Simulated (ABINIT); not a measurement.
The system is BaS.

```
CELL_PARAMETERS angstrom
0.00000 3.19375 3.19375
3.19375 0.00000 3.19375
3.19375 3.19375 0.00000
ATOMIC_POSITIONS crystal
Ba 0.00000 0.00000 0.00000
S 0.50000 0.50000 0.50000
```

Program: ABINIT 10.8.3 (patched build). Alike in all runs: task band structure; no spin polarisation; cell as given; k mesh 7 × 7 × 7; smearing fermi-dirac 0.05 eV.

**Question.** Order these runs on this cell by their band gap on the k mesh, lowest first.
A. level LDA-PZ; potentials or basis JTH PAW LDA v2.0; cutoff (eV) 544; fine-grid cutoff 1088.46 eV
B. level r2SCAN; potentials or basis JTH PAW PBE v2.0; cutoff (eV) 653; fine-grid cutoff 1251.72 eV
C. level rPW86PBE; potentials or basis JTH PAW PBE v2.0; cutoff (eV) 544; fine-grid cutoff 1088.46 eV
D. level RPBE; potentials or basis JTH PAW PBE v2.0; cutoff (eV) 544; fine-grid cutoff 1088.46 eV

**Answer.** A (1.98 eV), C (2.17 eV), D (2.33 eV), B (2.53 eV).

Caveats: this set's barium file shifts pressures by 1.5 GPa and gaps by 0.1 eV against other sets; spin-orbit coupling is left out, which moves the levels of the heavy elements.

A k mesh can miss the band edges.

Runs at the PBE level aren't shown here.
